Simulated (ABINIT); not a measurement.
# ZnO (zincite) (P6_3mc) in ABINIT: single point with PBEsol

Aim: the single point of ZnO (zincite) with PBEsol.

All numbers are computed with ABINIT 10.8.3 (patched build); they aren't measurements. Logs are shortened: lines on timing, memory, paths and dates and some standing lists are left out, and cuts for length are marked. The log counts tension as positive stress, the text compression.

**Experimental background.**

“Electronic structure of alkaline earth and post-transition metal oxides”, 2009, arxiv:0908.1581 quotes, for a bulk crystal of ZnO: band gap 3.37 eV.

The runs below are set against these values where they give the same quantity.

**1. The crystal as given**

The structure is hexagonal, space group P6_3mc (No. 186). The conventional cell has a = 3.249 Å, b = 3.249 Å, c = 5.206 Å, α = 90.00°, β = 90.00°, γ = 120.00°. Zn (site symmetry 3m) is surrounded by 4 O at 1.97 to 1.98 Å. Around O (site symmetry 3m) lie 4 Zn at 1.97 to 1.98 Å.

**2. Single point, PBEsol**

File run.abi:

```
pp_dirpath "./"
pseudos "Zn.upf, O.upf"

acell 3*1.0 Angstrom
rprim
     3.2493080000     0.0000000000     0.0000000000
    -1.6246540000     2.8139832727     0.0000000000
     0.0000000000     0.0000000000     5.2057090000
ntypat 2
znucl 30 8
natom 4
typat 1 1 2 2
xred
     0.6666666667     0.3333333333     0.0000000000
     0.3333333333     0.6666666667     0.5000000000
     0.3333333333     0.6666666667     0.8790100000
     0.6666666667     0.3333333333     0.3790100000

ecut 38.0

kptopt 1
ngkpt 7 7 4
nshiftk 1
shiftk 0.0 0.0 0.0

ixc -116133

nband 32
occopt 3
tsmear 0.00183747

nstep 100
tolvrs 1.0e-10

iomode 3
prtwf 0
prtden 0
prteig 0
prtebands 0
prtvol 2
```

Potentials or basis: PseudoDojo NC SR PBEsol v0.4.1 standard.

Command:

```
$ abinit run.abi > log 2>&1
```

run.abo:

```text
.Version 10.8.3 of ABINIT
 Symmetries : space group P6_3 m c (#186); Bravais hP (primitive hexag.)
================================================================================
 Values of the parameters that define the memory need of the present run
     intxc =       0    ionmov =       0      iscf =       7    lmnmax =       6
     lnmax =       6     mgfft =      60  mpssoang =       3    mqgrid =    3001
     natom =       4  nloc_mem =       1    nspden =       1   nspinor =       1
    nsppol =       1      nsym =      12    n1xccc =    2501    ntypat =       2
    occopt =       3   xclevel =       2
       mpw =        3626          nfft =       77760          nkpt =          24
================================================================================
================================================================================

--------------------------------------------------------------------------------
------------- Echo of variables that govern the present computation ------------
--------------------------------------------------------------------------------
 -outvars: echo values of preprocessed input variables --------
            acell      1.8897261259E+00  1.8897261259E+00  1.8897261259E+00 Bohr
              amu      6.53900000E+01  1.59994000E+01
             ecut      3.80000000E+01 Hartree
              ixc     -116133
         kptrlatt        7    0    0      0    7    0      0    0    4
          kptrlen      3.93494572E+01
            natom           4
            nband          32
            ngfft          36      36      60
             nkpt          24
            nstep         100
             nsym          12
           ntypat           2
           occopt           3
           prtden           0
        prtebands           0
           prteig           0
           prtvol           2
            prtwf           0
            rprim      3.2493080000E+00  0.0000000000E+00  0.0000000000E+00
                      -1.6246540000E+00  2.8139832727E+00  0.0000000000E+00
                       0.0000000000E+00  0.0000000000E+00  5.2057090000E+00
          spgroup         186
           tolvrs      1.00000000E-10
           tsmear      1.83747000E-03 Hartree
            typat      1  1  2  2
           xangst      1.6246540000E+00  9.3799442423E-01  0.0000000000E+00
                       6.5619490340E-17  1.8759888485E+00  2.6028545000E+00
                       6.5619490340E-17  1.8759888485E+00  4.5758702681E+00
                       1.6246540000E+00  9.3799442423E-01  1.9730157681E+00
            xcart      3.0701511094E+00  1.7725525694E+00  0.0000000000E+00
                       1.2400286527E-16  3.5451051389E+00  4.9186821506E+00
                       1.2400286527E-16  3.5451051389E+00  8.6471415944E+00
                       3.0701511094E+00  1.7725525694E+00  3.7284594438E+00
             xred      6.6666666667E-01  3.3333333333E-01  0.0000000000E+00
                       3.3333333333E-01  6.6666666667E-01  5.0000000000E-01
                       3.3333333333E-01  6.6666666667E-01  8.7901000000E-01
                       6.6666666667E-01  3.3333333333E-01  3.7901000000E-01
            znucl       30.00000    8.00000

================================================================================

 chkinp: Checking input parameters for consistency.

================================================================================
== DATASET  1 ==================================================================

--- !DatasetInfo
iteration_state: {dtset: 1, }
dimensions: {natom: 4, nkpt: 24, mband: 32, nsppol: 1, nspinor: 1, nspden: 1, mpw: 3626, }
cutoff_energies: {ecut:  38.0, pawecutdg:  -1.0, }
electrons: {nelect:   5.20000000E+01, charge:   0.00000000E+00, occopt:   3.00000000E+00, tsmear:   1.83747000E-03, }
meta: {optdriver: 0, ionmov: 0, optcell: 0, iscf: 7, paral_kgb: 0, }
...

 Real(R)+Recip(G) space primitive vectors, cartesian coordinates (Bohr,Bohr^-1):
 R(1)=  6.1403022  0.0000000  0.0000000  G(1)=  0.1628584  0.0940264  0.0000000
 R(2)= -3.0701511  5.3176577  0.0000000  G(2)=  0.0000000  0.1880527  0.0000000
 R(3)=  0.0000000  0.0000000  9.8373643  G(3)=  0.0000000  0.0000000  0.1016532
 Unit cell volume ucvol=  3.2120987E+02 bohr^3
 Angles (23,13,12)=  9.00000000E+01  9.00000000E+01  1.20000000E+02 degrees

[... 211 lines left out ...]
       0.333333333333      0.666666666667      0.500000000000
       0.333333333333      0.666666666667      0.879010000000
       0.666666666667      0.333333333333      0.379010000000
 rms dE/dt=  6.8401E-03; max dE/dt=  1.1775E-02; dE/dt below (all hartree)
    1      -0.000000000000     -0.000000000000      0.011774680859
    2      -0.000000000000     -0.000000000000      0.011774680859
    3      -0.000000000000      0.000000000000     -0.011919836503
    4      -0.000000000000     -0.000000000000     -0.011919836503

 cartesian coordinates (angstrom) at end:
    1      1.62465400000000     0.93799442423333     0.00000000000000
    2      0.00000000000000     1.87598884846667     2.60285450000000
    3      0.00000000000000     1.87598884846667     4.57587026809000
    4      1.62465400000000     0.93799442423333     1.97301576809000

 cartesian forces (hartree/bohr) at end:
    1      0.00000000000000     0.00000000000000    -0.00120431228512
    2      0.00000000000000     0.00000000000000    -0.00120431228512
    3     -0.00000000000000    -0.00000000000000     0.00120431228512
    4     -0.00000000000000    -0.00000000000000     0.00120431228512
 frms,max,avg= 6.9531002E-04 1.2043123E-03   0.000E+00  0.000E+00  7.378E-06 h/b

 cartesian forces (eV/Angstrom) at end:
    1      0.00000000000000     0.00000000000000    -0.06192822762994
    2      0.00000000000000     0.00000000000000    -0.06192822762994
    3     -0.00000000000000    -0.00000000000000     0.06192822762994
    4     -0.00000000000000    -0.00000000000000     0.06192822762994
 frms,max,avg= 3.5754279E-02 6.1928228E-02   0.000E+00  0.000E+00  3.794E-04 e/A
 length scales=  1.889726125908  1.889726125908  1.889726125908 bohr
              =  1.000000000000  1.000000000000  1.000000000000 angstroms
 Fermi (or HOMO) energy (hartree) =   0.16124   Average Vxc (hartree)=  -0.42307
 Eigenvalues (hartree) for nkpt=  24  k points:
 kpt#   1, nband= 32, wtk=  0.00510, kpt=  0.0000  0.0000  0.0000 (reduced coord)
  -4.37842   -4.37841   -2.70057   -2.70045   -2.70045   -2.70045   -2.70042   -2.70042
  -0.51315   -0.48546   -0.06406   -0.06406   -0.06260   -0.06111   -0.05690   -0.05690
  -0.02160   -0.02160   -0.01367   -0.01367   -0.00349    0.11640    0.11640    0.14360
   0.14619    0.14619    0.17418    0.33656    0.44667    0.61663    0.61663    0.66275
      occupation numbers for kpt#   1
   2.00000    2.00000    2.00000    2.00000    2.00000    2.00000    2.00000    2.00000
   2.00000    2.00000    2.00000    2.00000    2.00000    2.00000    2.00000    2.00000
   2.00000    2.00000    2.00000    2.00000    2.00000    2.00000    2.00000    1.99986
   1.99945    1.99945    0.00175    0.00000    0.00000    0.00000    0.00000    0.00000
 kpt#   2, nband= 32, wtk=  0.03061, kpt=  0.1429  0.0000  0.0000 (reduced coord)
  -4.37842   -4.37841   -2.70056   -2.70046   -2.70046   -2.70045   -2.70044   -2.70043
  -0.50904   -0.48371   -0.06838   -0.06183   -0.06052   -0.05800   -0.05400   -0.05361
  -0.02326   -0.02171   -0.01332   -0.01047   -0.00428    0.09052    0.10669    0.11153
   0.13851    0.14103    0.21879    0.36547    0.44593    0.55377    0.61672    0.62360
      occupation numbers for kpt#   2
   2.00000    2.00000    2.00000    2.00000    2.00000    2.00000    2.00000    2.00000
[... 208 lines left out ...]
      occupation numbers for kpt#  23
   2.00000    2.00000    2.00000    2.00000    2.00000    2.00000    2.00000    2.00000
   2.00000    2.00000    2.00000    2.00000    2.00000    2.00000    2.00000    2.00000
   2.00000    2.00000    2.00000    2.00000    2.00000    2.00000    2.00000    2.00000
   2.00000    2.00000    0.00000    0.00000    0.00000    0.00000    0.00000    0.00000
 kpt#  24, nband= 32, wtk=  0.03061, kpt=  0.2857  0.2857  0.5000 (reduced coord)
  -4.37841   -4.37841   -2.70053   -2.70053   -2.70048   -2.70048   -2.70046   -2.70046
  -0.48130   -0.48130   -0.06856   -0.06856   -0.05460   -0.05460   -0.03968   -0.03968
  -0.01895   -0.01895   -0.00480   -0.00480    0.01278    0.01278    0.05379    0.05379
   0.10078    0.10078    0.40496    0.40496    0.46028    0.46028    0.48246    0.48246
      occupation numbers for kpt#  24
   2.00000    2.00000    2.00000    2.00000    2.00000    2.00000    2.00000    2.00000
   2.00000    2.00000    2.00000    2.00000    2.00000    2.00000    2.00000    2.00000
   2.00000    2.00000    2.00000    2.00000    2.00000    2.00000    2.00000    2.00000
   2.00000    2.00000    0.00000    0.00000    0.00000    0.00000    0.00000    0.00000
 Total charge density [el/Bohr^3]
)     Maximum=    4.4190E+00  at reduced coord.    0.3611    0.6944    0.5500
)Next maximum=    4.4190E+00  at reduced coord.    0.3333    0.6944    0.5500
)     Minimum=    3.5374E-03  at reduced coord.    0.0000    0.0000    0.2167
)Next minimum=    3.5374E-03  at reduced coord.    0.0000    0.0000    0.7167
   Integrated=    5.2000E+01

--- !EnergyTerms
iteration_state     : {dtset: 1, }
comment             : Components of total free energy in Hartree
kinetic             :  2.07248612144228E+02
hartree             :  1.62875327538528E+02
xc                  : -5.28179770431477E+01
Ewald energy        : -2.53713067185144E+02
psp_core            :  1.06206694066278E+01
local_psp           : -4.23564542609668E+02
non_local_psp       : -1.01505625800504E+02
internal            : -4.50856603549080E+02
'-kT*entropy'       : -2.97705075617767E-07
total_energy        : -4.50856603846785E+02
total_energy_eV     : -1.22684331888261E+04
band_energy         : -5.18062338907443E+01
...

 Cartesian components of stress tensor (hartree/bohr^3)
  sigma(1 1)=  1.19130064E-04  sigma(3 2)=  0.00000000E+00
  sigma(2 2)=  1.19130064E-04  sigma(3 1)=  0.00000000E+00
  sigma(3 3)=  6.44664949E-05  sigma(2 1)=  0.00000000E+00

-Cartesian components of stress tensor (GPa)         [Pressure= -2.9688E+00 GPa]
- sigma(1 1)=  3.50492749E+00  sigma(3 2)=  0.00000000E+00
- sigma(2 2)=  3.50492750E+00  sigma(3 1)=  0.00000000E+00
- sigma(3 3)=  1.89666976E+00  sigma(2 1)=  0.00000000E+00

== END DATASET(S) ==============================================================
================================================================================

 -outvars: echo values of variables after computation  --------
            acell      1.8897261259E+00  1.8897261259E+00  1.8897261259E+00 Bohr
           etotal     -4.5085660385E+02
            fcart      2.6311198966E-27  1.4380602990E-26 -1.2043122851E-03
                       2.6311198966E-27  1.4178059286E-27 -1.2043122851E-03
                      -2.6311198966E-27 -9.7220977958E-27  1.2043122851E-03
                      -2.6311198966E-27 -6.0763111224E-27  1.2043122851E-03
            rprim      3.2493080000E+00  0.0000000000E+00  0.0000000000E+00
                      -1.6246540000E+00  2.8139832727E+00  0.0000000000E+00
                       0.0000000000E+00  0.0000000000E+00  5.2057090000E+00
           strten      1.1913006395E-04  1.1913006443E-04  6.4466494900E-05
                       0.0000000000E+00  0.0000000000E+00  0.0000000000E+00
           xangst      1.6246540000E+00  9.3799442423E-01  0.0000000000E+00
                       6.5619490340E-17  1.8759888485E+00  2.6028545000E+00
                       6.5619490340E-17  1.8759888485E+00  4.5758702681E+00
                       1.6246540000E+00  9.3799442423E-01  1.9730157681E+00
             xred      6.6666666667E-01  3.3333333333E-01  0.0000000000E+00
                       3.3333333333E-01  6.6666666667E-01  5.0000000000E-01
                       3.3333333333E-01  6.6666666667E-01  8.7901000000E-01
                       6.6666666667E-01  3.3333333333E-01  3.7901000000E-01
 Calculation completed.
```

Wall time 2.1 min (1 thread of Arm Neoverse V1, shared host); peak memory 0.11 GiB.

Results:

```
Free energy                                           : -12268.4332 eV
Pressure                                              : -3.0 GPa
Largest force                                         : 0.062 eV/Å
Band gap on the k mesh                                : 0.76 eV, direct
Valence electrons inside the program's atomic spheres : Zn 18.17; O 6.23
```

Forces in eV/Å, atoms in the order of the input:
```
Zn   0.000  0.000 -0.062
Zn   0.000  0.000 -0.062
O    0.000  0.000  0.062
O    0.000  0.000  0.062
```

**3. Against experiment**

Step 2. Against the measured gap of ZnO, 3.37 eV (quoted in “Electronic structure of alkaline earth and post-transition metal oxides”, 2009, arxiv:0908.1581), the calculated 0.76 eV is off by -2.61 eV. So large a miss can be the level of theory's own, or it may mean another phase, state or a wrong row. The value is that of PBEsol, without temperature or zero-point motion. Semilocal functionals fall short of measured gaps as a rule.
